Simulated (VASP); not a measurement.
# Ru (P6_3/mmc) in VASP: settings compared, part 2 of 2

VASP 6.6.1.

## 5. The runs side by side

| level | potentials or basis | cutoff (eV) | gap on the mesh (eV) | pressure (GPa) | relaxed volume (Å³/atom) |
| --- | --- | --- | --- | --- | --- |
| PBEsol | VASP PAW PBE potentials, release 64 (Ru) | 580 | none | 0.0 | 13.23 |
| PBEsol | VASP PAW PBE potentials, release 64 (Ru_pv) | 480 | none | 0.0 | 13.32 |
| RPBE | VASP PAW PBE potentials, release 64 (Ru_pv) | 600 | none | 0.0 | 13.96 |

Alike in all rows: task relaxation of cell and atoms; no spin polarisation; cell relaxed; k mesh 18 × 18 × 10; smearing gaussian 0.1 eV.

Caveats: the PAW data sets were made with another functional, which shifts forces and pressure a little.

Absolute energies hang on the potentials; compare differences alone.
